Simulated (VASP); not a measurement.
# BeTe (F-43m) in VASP: further runs, part 2 of 2

VASP 6.6.1.

## 3. Phonons, PBEsol

Contents of POSCAR:

```
BeTe
1.0
    0.0000000000      2.7700000000      2.7700000000
    2.7700000000      0.0000000000      2.7700000000
    2.7700000000      2.7700000000      0.0000000000
Te Be
1 1
Direct
    0.7500000000      0.7500000000      0.7500000000
    0.0000000000      0.0000000000      0.0000000000
```

Contents of INCAR.step1:

```
SYSTEM = BeTe
PREC = Accurate
ENCUT = 600
EDIFF = 1E-8
ISMEAR = -1
SIGMA = 0.05
LREAL = .FALSE.
LASPH = .TRUE.
NELM = 80
ALGO = Fast
ISIF = 3
LWAVE = .FALSE.
LCHARG = .FALSE.
GGA = PS
IBRION = 2
NSW = 40
EDIFFG = -0.002
```

Contents of INCAR.step2:

```
SYSTEM = BeTe
PREC = Accurate
ENCUT = 600
EDIFF = 1E-8
ISMEAR = -1
SIGMA = 0.05
LREAL = .FALSE.
LASPH = .TRUE.
NELM = 80
ALGO = Fast
ISIF = 2
LWAVE = .FALSE.
LCHARG = .FALSE.
GGA = PS
IBRION = 8
NSW = 1
```

Contents of KPOINTS:

```
Automatic mesh
0
G
  6 6 6
  0 0 0
```

Potentials or basis: VASP PAW PBE potentials, release 64 (Te, Be).

The run is started by

```
$ cat potpaw_PBE.64/Te/POTCAR potpaw_PBE.64/Be/POTCAR > POTCAR
$ cp INCAR.step1 INCAR
$ mpirun -np 1 vasp_std > vasp.out
$ cp CONTCAR POSCAR
$ cp INCAR.step2 INCAR
$ mpirun -np 1 vasp_std > vasp.out
```

OUTCAR:

```text
SYSTEM = BeTe
   PREC = Accurate
   ENCUT = 600
   EDIFF = 1E-8
   ISMEAR = -1
   LREAL = .FALSE.
   LASPH = .TRUE.
   NELM = 80
   ISIF = 2
   GGA = PS
   IBRION = 8
   NSW = 1

 ion  position               nearest neighbor table
   1  0.750  0.750  0.750-   2 2.43   2 2.43   2 2.43   2 2.43
   2  0.000  0.000  0.000-   1 2.43   1 2.43   1 2.43   1 2.43

  LATTYP: Found a face centered cubic cell.
 ALAT       =     5.6135685799

  Lattice vectors:

 A1 = (   0.0000000000,   2.8067842900,   2.8067842900)
 A2 = (   2.8067842900,   0.0000000000,   2.8067842900)
 A3 = (   2.8067842900,   2.8067842900,   0.0000000000)

Analysis of symmetry for initial positions (statically):
=====================================================================
 Subroutine PRICEL returns:
 Original cell was already a primitive cell.

 Routine SETGRP: Setting up the symmetry group for a
 face centered cubic supercell.

 Subroutine GETGRP returns: Found 24 space group operations
 (whereof 24 operations were pure point group operations)
 out of a pool of 48 trial point group operations.

The static configuration has the point symmetry T_d .

Analysis of symmetry for dynamics (positions and initial velocities):
=====================================================================
 Subroutine PRICEL returns:
 Original cell was already a primitive cell.

 Routine SETGRP: Setting up the symmetry group for a
 face centered cubic supercell.

 Subroutine GETGRP returns: Found 24 space group operations
 (whereof 24 operations were pure point group operations)
[... 351 lines left out ...]
    total drift:                               -0.000000     -0.000000     -0.000000

  FREE ENERGIE OF THE ION-ELECTRON SYSTEM (eV)
  ---------------------------------------------------
  free  energy   TOTEN  =        -8.2097460440 eV

  energy  without entropy=       -8.2097460434  energy(sigma->0) =       -8.20974604

[... ionic steps 2 to 3 ...]

--------------------------------------- Ionic step        4  -------------------------------------------

------------------------ aborting loop because EDIFF is reached ----------------------------------------

[... ionic steps 5 to 6 ...]

--------------------------------------- Ionic step        7  -------------------------------------------

 Free energy of the ion-electron system (eV)
  ---------------------------------------------------
  ---------------------------------------------------
  free energy    TOTEN  =        -0.00836833 eV

  energy without entropy =       -0.00836833

------------------------ aborting loop because EDIFF is reached ----------------------------------------

 INTERNAL STRAIN TENSOR  FOR ION    2  DIRECTION 1   (eV/Angst):
 -----------------------------------------------------------------------------
     0.00910  0.00000  0.00000
     0.00000 -0.00522 -4.89840
     0.00000 -4.89840 -0.00522

 INTERNAL STRAIN TENSOR FOR ION    2 for displacements in x,y,z  (eV/Angst):
          X           Y           Z          XY          YZ          ZX
  --------------------------------------------------------------------------------
  x     0.00000    -0.00000    -0.00000     0.00000    -4.89840     0.00000
  y     0.00000     0.00000     0.00000     0.00000     0.00000    -4.89840
  z    -0.00000    -0.00000     0.00000    -4.89840     0.00000     0.00000

 SECOND DERIVATIVES (NOT SYMMETRIZED)
 ------------------------------------
               1X          1Y          1Z          2X          2Y          2Z
  1X    -6.875547    0.000000    0.000000    6.875547    0.000000    0.000000
  1Y     0.000000   -6.875547    0.000000    0.000000    6.875547    0.000000
  1Z     0.000000    0.000000   -6.875547    0.000000    0.000000    6.875547
  2X     6.878997    0.000000    0.000000   -6.878997    0.000000    0.000000
  2Y     0.000000    6.878997    0.000000    0.000000   -6.878997    0.000000
  2Z     0.000000    0.000000    6.878997    0.000000    0.000000   -6.878997

 Eigenvectors and eigenvalues of the dynamical matrix
 ----------------------------------------------------

   1 f  =   14.131625 THz    88.791618 2PiTHz  471.380267 cm-1    58.443678 meV
             X         Y         Z           dx          dy          dz
      4.210176  4.210176  4.210176     0.000000    0.256795    0.000000
      0.000000  0.000000  0.000000     0.000000   -0.966466    0.000000
[... 21 lines left out ...]
   6 f/i=    0.000880 THz     0.005528 2PiTHz    0.029346 cm-1     0.003638 meV
             X         Y         Z           dx          dy          dz
      4.210176  4.210176  4.210176     0.000000    0.000000    0.966466
      0.000000  0.000000  0.000000     0.000000    0.000000    0.256795

--------------------------------------------------------------------------------------------------------

 ELASTIC MODULI CONTR FROM IONIC RELAXATION (kBar)
 Direction    XX          YY          ZZ          XY          YZ          ZX
 --------------------------------------------------------------------------------
 XX          -0.0000      0.0000      0.0000     -0.0000      0.0000      0.0000
 YY           0.0000     -0.0000     -0.0000     -0.0000     -0.0000      0.0000
 ZZ           0.0000     -0.0000     -0.0000      0.0000     -0.0000      0.0000
 XY          -0.0000     -0.0000      0.0000   -120.2305      0.0000      0.0000
 YZ           0.0000     -0.0000     -0.0000      0.0000   -120.2305     -0.0000
 ZX           0.0000      0.0000      0.0000      0.0000     -0.0000   -120.2305
 --------------------------------------------------------------------------------
```

Run time: 47 s. Hardware: 1 thread of Intel Xeon 6975P-C (Granite Rapids), shared host; peak memory 0.23 GiB.

What came out:

* Relaxed volume: 22.11 Å³/atom
* Relaxed cell: a = 3.969 Å, b = 3.969 Å, c = 3.969 Å, α = 60.00°, β = 60.00°, γ = 60.00°
* Space group after relaxing (to 0.05 Å): F-43m (No. 216)
* Highest phonon frequency at Γ, LO-TO splitting left out: 471 cm⁻¹

The path:
```tsv
step	energy change (eV)	largest force (eV/Å)	pressure (GPa)	volume (Å³)
1	0.0000	0.0000	2.59	42.51
2	-0.0126	0.0000	-0.56	44.65
3	-0.0134	0.0000	0.01	44.22
```

Final structure:
```yaml
crystal:
  lattice:
    - [0.00000, 2.80678, 2.80678]
    - [2.80678, 0.00000, 2.80678]
    - [2.80678, 2.80678, 0.00000]
  atoms:
    - { symbol: Te, position: [0.75000, 0.75000, 0.75000] }
    - { symbol: Be, position: [0.00000, 0.00000, 0.00000] }
```

Phonon frequencies in cm⁻¹ (negative: imaginary):
| q point | frequencies |
| --- | --- |
| (0.000, 0.000, 0.000) | 0 0 0 471 471 471 |

Caveat: the PAW data sets were made with another functional, which shifts forces and pressure a little.

## 4. Elastic constants, PBEsol

POSCAR is that of step 3.

Changes to INCAR.step1 since step 3:

```diff
@@ -9,3 +9,3 @@
 NELM = 80
-ALGO = Fast
+ALGO = Normal
 ISIF = 3
```

Changes to INCAR.step2 since step 3:

```diff
@@ -9,4 +9,4 @@
 NELM = 80
-ALGO = Fast
-ISIF = 2
+ALGO = Normal
+ISIF = 3
 LWAVE = .FALSE.
@@ -14,3 +14,5 @@
 GGA = PS
-IBRION = 8
+IBRION = 6
+NFREE = 2
+POTIM = 0.015
 NSW = 1
```

Contents of KPOINTS:

```
regular mesh
0
G
  6 6 6
  0 0 0
```

Potentials or basis: VASP PAW PBE potentials, release 64 (Te, Be).

The run is started by

```
$ cat potpaw_PBE.64/Te/POTCAR potpaw_PBE.64/Be/POTCAR > POTCAR
$ cp INCAR.step1 INCAR
$ mpirun -np 1 vasp_std > vasp.out
$ cp CONTCAR POSCAR
$ cp INCAR.step2 INCAR
$ mpirun -np 1 vasp_std > vasp.out
```

OUTCAR:

```text
SYSTEM = BeTe
   PREC = Accurate
   ENCUT = 600
   EDIFF = 1E-8
   ISMEAR = -1
   LREAL = .FALSE.
   LASPH = .TRUE.
   NELM = 80
   ISIF = 3
   GGA = PS
   IBRION = 6
   NFREE = 2
   POTIM = 0.015
   NSW = 1

 ion  position               nearest neighbor table
   1  0.750  0.750  0.750-   2 2.43   2 2.43   2 2.43   2 2.43
   2  0.000  0.000  0.000-   1 2.43   1 2.43   1 2.43   1 2.43

  LATTYP: Found a face centered cubic cell.
 ALAT       =     5.6135665969

  Lattice vectors:

 A1 = (   0.0000000000,   2.8067832985,   2.8067832985)
 A2 = (   2.8067832985,   0.0000000000,   2.8067832985)
 A3 = (   2.8067832985,   2.8067832985,   0.0000000000)

Analysis of symmetry for initial positions (statically):
=====================================================================
 Subroutine PRICEL returns:
 Original cell was already a primitive cell.

 Routine SETGRP: Setting up the symmetry group for a
 face centered cubic supercell.

 Subroutine GETGRP returns: Found 24 space group operations
 (whereof 24 operations were pure point group operations)
 out of a pool of 48 trial point group operations.

The static configuration has the point symmetry T_d .

Analysis of symmetry for dynamics (positions and initial velocities):
=====================================================================
 Subroutine PRICEL returns:
 Original cell was already a primitive cell.

 Routine SETGRP: Setting up the symmetry group for a
 face centered cubic supercell.

 Subroutine GETGRP returns: Found 24 space group operations
 (whereof 24 operations were pure point group operations)
 out of a pool of 48 trial point group operations.

The dynamic configuration has the point symmetry T_d .

 Subroutine INISYM returns: Found 24 space group operations
 (whereof 24 operations are pure point group operations),
 and found     1 'primitive' translations

----------------------------------------------------------------------------------------

                                     Primitive cell

  volume of cell :      44.2239

  direct lattice vectors                    reciprocal lattice vectors
     0.000000000  2.806783298  2.806783298    -0.178139866  0.178139866  0.178139866
     2.806783298  0.000000000  2.806783298     0.178139866 -0.178139866  0.178139866
     2.806783298  2.806783298  0.000000000     0.178139866  0.178139866 -0.178139866

  length of vectors
     3.969391007  3.969391007  3.969391007     0.308547298  0.308547298  0.308547298

  position of ions in fractional coordinates (direct lattice)
     0.750000000  0.750000000  0.750000000
     0.000000000  0.000000000  0.000000000

  ion indices of the primitive-cell ions
   primitive index   ion index
[... 294 lines left out ...]
--------------------------------------- Ionic step       17  -------------------------------------------

 number of electron       8.0000000 magnetization

 Free energy of the ion-electron system (eV)
  ---------------------------------------------------
  ext. energy  EPLUGINS =         0.00000000
  ---------------------------------------------------
  free energy    TOTEN  =        -8.20897279 eV

  energy without entropy =       -8.20897279  energy(sigma->0) =       -8.20897279

 E-fermi :   6.0327     XC(G=0):  -9.2389

 val. band max:        5.1613224826   @ k =   0.0000   0.0000   0.0000
 cond. band min:       6.9437210178   @ k =   0.0000   0.5000   0.5000
 fundamental gap:      1.7823985352
 Fermi energy:         6.0326574185

 k-point     1 :       0.0000    0.0000    0.0000
  band No.  band energies     occupation
      1      -7.2814      2.00000
      2       5.0703      2.00000
      3       5.1168      2.00000
      4       5.1613      2.00000
      5       8.6767      0.00000
      6       8.7050      0.00000
      7       8.7361      0.00000
      8       8.9192      0.00000
[... 243 lines left out ...]
 k-point    24 :       0.0000    0.5000    0.1667
  band No.  band energies     occupation
      1      -5.8079      2.00000
      2      -0.1362      2.00000
      3       2.8008      2.00000
      4       3.4326      2.00000
      5       8.4438      0.00000
      6      10.2120      0.00000
      7      10.8332      0.00000
      8      12.2771      0.00000

 [... further k-points ...]

------------------------ aborting loop because EDIFF is reached ----------------------------------------

  FORCE on cell =-STRESS in cart. coord.  units (eV):
  Direction    XX          YY          ZZ          XY          YZ          ZX
  --------------------------------------------------------------------------------------
  -------------------------------------------------------------------------------------
  Total        0.0021406      0.0036436      0.0036436      0.0000000      0.0745133      0.0000000
  in kB        0.0775529      0.1320029      0.1320029      0.0000000      2.6995285      0.0000000
  external PRESSURE =       0.1138529 kB  Pullay stress =       0.0000000 kB
[... 17 lines left out ...]
  FREE ENERGIE OF THE ION-ELECTRON SYSTEM (eV)
  ---------------------------------------------------
  free  energy   TOTEN  =        -8.2089727914 eV

  energy  without entropy=       -8.2089727907  energy(sigma->0) =       -8.20897279

 INTERNAL STRAIN TENSORS FROM STRAINED CELLS
 ============================================

 INTERNAL STRAIN TENSOR FOR ION    1 for displacements in x,y,z  (eV/Angst):
          X           Y           Z          XY          YZ          ZX
  --------------------------------------------------------------------------------
  x     0.00000     0.00000     0.00000     0.00000     4.96728     0.00000
  y    -0.00000     0.00000     0.00000     0.00000     0.00000     4.96727
  z    -0.00000     0.00000     0.00000     4.96715    -0.00000     0.00000

 INTERNAL STRAIN TENSORS FROM DISPLACED ATOMS
 ============================================

 INTERNAL STRAIN TENSOR FOR ION    1 for displacements in x,y,z  (eV/Angst):
          X           Y           Z          XY          YZ          ZX
  --------------------------------------------------------------------------------
  x     0.00000     0.00000     0.00000     0.00000     4.96219     0.00000
  y     0.00000     0.00000     0.00000     0.00000     0.00000     4.96219
  z     0.00000     0.00000     0.00000     4.96219     0.00000     0.00000

 INTERNAL STRAIN TENSOR FOR ION    2 for displacements in x,y,z  (eV/Angst):
          X           Y           Z          XY          YZ          ZX
  --------------------------------------------------------------------------------
  x    -0.00000    -0.00000    -0.00000     0.00000    -4.96554     0.00000
  y    -0.00000    -0.00000    -0.00000     0.00000     0.00000    -4.96554
  z    -0.00000    -0.00000    -0.00000    -4.96554     0.00000     0.00000

 Eigenvectors and eigenvalues of the dynamical matrix
 ----------------------------------------------------

   1 f  =   14.126696 THz    88.760646 2PiTHz  471.215843 cm-1    58.423292 meV
             X         Y         Z           dx          dy          dz
      4.210175  4.210175  4.210175    -0.000000   -0.256838    0.000000
      0.000000  0.000000  0.000000     0.000000    0.966455    0.000000
[... 21 lines left out ...]
   6 f/i=    0.000259 THz     0.001628 2PiTHz    0.008645 cm-1     0.001072 meV
             X         Y         Z           dx          dy          dz
      4.210175  4.210175  4.210175    -0.044257    0.954161   -0.147148
      0.000000  0.000000  0.000000    -0.011762    0.253571   -0.039105

--------------------------------------------------------------------------------------------------------

 ELASTIC MODULI CONTR FROM IONIC RELAXATION (kBar)
 Direction    XX          YY          ZZ          XY          YZ          ZX
 --------------------------------------------------------------------------------
 XX          -0.0000     -0.0000     -0.0000     -0.0000     -0.0000     -0.0000
 YY          -0.0000     -0.0000     -0.0000     -0.0000     -0.0000     -0.0000
 ZZ          -0.0000     -0.0000     -0.0000     -0.0000     -0.0000     -0.0000
 XY          -0.0000     -0.0000     -0.0000   -129.8716      0.0000      0.0000
 YZ          -0.0000     -0.0000     -0.0000      0.0000   -129.8716      0.0000
 ZX          -0.0000     -0.0000     -0.0000      0.0000      0.0000   -129.8716
 --------------------------------------------------------------------------------

 TOTAL ELASTIC MODULI (kBar)
 Direction    XX          YY          ZZ          XY          YZ          ZX
 --------------------------------------------------------------------------------
 XX         999.3384    404.4867    404.4867     -0.0000     -0.0000      0.0000
 YY         404.4867    999.3384    404.4867      0.0000     -0.0000     -0.0000
 ZZ         404.4867    404.4867    999.3384     -0.0000     -0.0000      0.0000
 XY          -0.0000      0.0000     -0.0000    503.4357      0.0000      0.0000
 YZ          -0.0000     -0.0000     -0.0000      0.0000    503.4357      0.0000
 ZX           0.0000     -0.0000      0.0000      0.0000      0.0000    503.4357
 --------------------------------------------------------------------------------
```

It took 98 s on 1 thread of Intel Xeon 6975P-C (Granite Rapids), shared host; peak memory 0.23 GiB.

Results:

- Relaxed volume: 22.11 Å³/atom
- Relaxed cell: a = 3.969 Å, b = 3.969 Å, c = 3.969 Å, α = 60.00°, β = 60.00°, γ = 60.00°
- Space group after relaxing (to 0.05 Å): F-43m (No. 216)
- Elastic constants C11, C12, C44: 100, 40, 50 GPa
- Voigt bulk modulus: 60 GPa
- Highest phonon frequency at Γ, LO-TO splitting left out: 471 cm⁻¹

Step by step:
```csv
step,energy change (eV),largest force (eV/Å),pressure (GPa),volume (Å³)
1,0.0000,0.0000,2.59,42.51
2,-0.0126,0.0000,-0.57,44.65
3,-0.0134,0.0000,0.01,44.22
```

Final structure:
```xyz
2
Lattice="0.0000 2.8068 2.8068 2.8068 0.0000 2.8068 2.8068 2.8068 0.0000" Properties=species:S:1:pos:R:3 pbc="T T T"
Te    4.2102    4.2102    4.2102
Be    0.0000    0.0000    0.0000
```

Phonon frequencies in cm⁻¹ (negative: imaginary):
| q point | frequencies |
| --- | --- |
| (0.000, 0.000, 0.000) | 0 0 0 471 471 471 |

Elastic tensor in Voigt notation (GPa, in the Cartesian axes of the cell as first typed):
```
100  40  40   0   0   0
 40 100  40   0   0   0
 40  40 100   0   0   0
  0   0   0  50   0   0
  0   0   0   0  50   0
  0   0   0   0   0  50
```

Clamped-ion elastic tensor (GPa):
```
100  40  40   0   0   0
 40 100  40   0   0   0
 40  40 100   0   0   0
  0   0   0  63   0   0
  0   0   0   0  63   0
  0   0   0   0   0  63
```

Caveat: the PAW data sets were made with another functional, which shifts forces and pressure a little.
